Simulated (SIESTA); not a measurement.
# Al2Pt under changes of volume

One of the cells (17.202 Å³/atom); the others are scaled copies at fixed shape and fractional positions:

```xyz
3
Lattice="0.0000 2.9550 2.9550 2.9550 0.0000 2.9550 2.9550 2.9550 0.0000" Properties=species:S:1:pos:R:3 pbc="T T T"
Pt    0.0000    0.0000    0.0000
Al    4.4325    4.4325    4.4325
Al    1.4775    1.4775    1.4775
```

| Property | Result |
| --- | --- |
| Program | SIESTA 5.4.2 |
| Functional | LDA |
| Potentials or basis | PseudoDojo 0.4 standard (LDA files) |
| Basis | DZP (energy shift 0.003 Ry; two zetas on semicore shells) |
| Grid cutoff | 800 Ry |
| Energy shift | 0.003 Ry |
| k mesh | 8 × 8 × 8 |
| Occupations | fermi-dirac, width 0.05 eV |
| Spin | no spin polarisation |

```csv
volume (Å³/atom),energy over the lowest point (meV/atom),pressure (GPa)
16.170,12.58,6.4
16.514,2.75,2.9
16.858,0.00,-0.2
17.202,?,?
17.546,12.82,-5.5
17.890,27.03,-7.7
18.234,45.73,-9.6
```

What does the run at 17.202 Å³/atom give?

Energy over the lowest point 3.61 meV/atom; pressure -3.0 GPa.

Worked out: A Birch-Murnaghan fit of order 3 (a polynomial in V^(-2/3)) to the other rows has its minimum at 16.83 Å³/atom with B0 = V·E''(V) = 145 GPa and B' = 4.7. It gives 3.60 meV/atom at 17.202 Å³/atom, against the run's 3.61, and -dE/dV = -3.0 GPa, against -3.0.

Energies are extrapolated to zero smearing.

Caveats: short orbitals over semicore shells can move pressures by several GPa; the basis of atomic orbitals isn't converged, which shifts pressures, moduli and gaps.
